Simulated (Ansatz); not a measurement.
**FePt (Tetraferroplatinum): band structure with LDA**

FePt (Tetraferroplatinum):

```
CELL_PARAMETERS angstrom
2.72350 0.00000 0.00000
0.00000 2.72350 0.00000
0.00000 0.00000 3.72000
ATOMIC_POSITIONS crystal
Pt 0.50000 0.50000 0.50000
Fe 0.00000 0.00000 0.00000
```

* Program: Ansatz 0.2.0
* Task: band structure
* Functional: LDA
* Potentials or basis: all-electron LAPW, scalar-relativistic
* Cutoff: 282 eV (chosen from the basis error)
* Basis error allowed: 0.001 eV/atom
* k mesh: 10 × 10 × 7
* Occupations: fermi-dirac, width 0.05 eV
* Spin: collinear spin, ferromagnetic start
* Starting moments: [0.0, 3.0] μB

- Pressure: -12.7 GPa
- Band gap along the path: none (metal or under the smearing width)
- Net moment: 3.22 μB per cell
- Absolute moment: 3.32 μB per cell
- Site moments: Pt +0.37; Fe +2.88 μB

Stress tensor (GPa, compression positive):
```
-13.11   0.00   0.00
  0.00 -13.11   0.00
  0.00   0.00 -11.85
```

Levels at the corners of the path, in eV from the Fermi level:
Spin up:
| point | band 29 | band 30 | band 31 | band 32 | band 33 | band 34 |
| --- | --- | --- | --- | --- | --- | --- |
| Γ | -0.45 | -0.28 | -0.28 | 2.19 | 9.74 | 11.52 |
| X | -1.98 | -1.63 | 0.26 | 2.02 | 10.43 | 10.53 |
| M | -0.33 | 0.57 | 1.52 | 1.52 | 7.56 | 10.01 |
| Γ | -0.45 | -0.28 | -0.28 | 2.19 | 9.74 | 11.52 |
| Z | -2.16 | -2.16 | -1.63 | -0.82 | 15.63 | 15.64 |
| R | -0.66 | -0.56 | -0.40 | -0.33 | 4.69 | 6.79 |
| A | -0.91 | 0.58 | 6.84 | 6.84 | 7.63 | 8.28 |
| Z | -2.16 | -2.16 | -1.63 | -0.82 | 15.63 | 15.64 |
Spin down:
| point | band 25 | band 26 | band 27 | band 28 | band 29 | band 30 | band 31 | band 32 |
| --- | --- | --- | --- | --- | --- | --- | --- | --- |
| Γ | -2.40 | -0.79 | -0.77 | 0.48 | 1.53 | 1.67 | 1.67 | 2.51 |
| X | -2.47 | -1.39 | -1.20 | -0.96 | 0.35 | 0.67 | 2.32 | 2.57 |
| M | 0.88 | 1.14 | 1.54 | 1.74 | 1.74 | 1.79 | 1.81 | 1.81 |
| Γ | -2.40 | -0.79 | -0.77 | 0.48 | 1.53 | 1.67 | 1.67 | 2.51 |
| Z | -1.92 | -1.92 | -1.38 | -0.58 | 0.04 | 0.41 | 0.41 | 1.26 |
| R | -2.30 | -0.48 | -0.36 | -0.35 | 0.86 | 1.48 | 1.51 | 1.55 |
| A | -1.52 | -1.39 | -1.39 | 0.64 | 0.89 | 1.79 | 7.64 | 7.64 |
| Z | -1.92 | -1.92 | -1.38 | -0.58 | 0.04 | 0.41 | 0.41 | 1.26 |

Run time: 56 s on 2 threads of Arm Neoverse V1, with other jobs on the host, peak memory 0.69 GiB.

Caveat: spin-orbit coupling is left out, which moves the levels of the heavy elements.
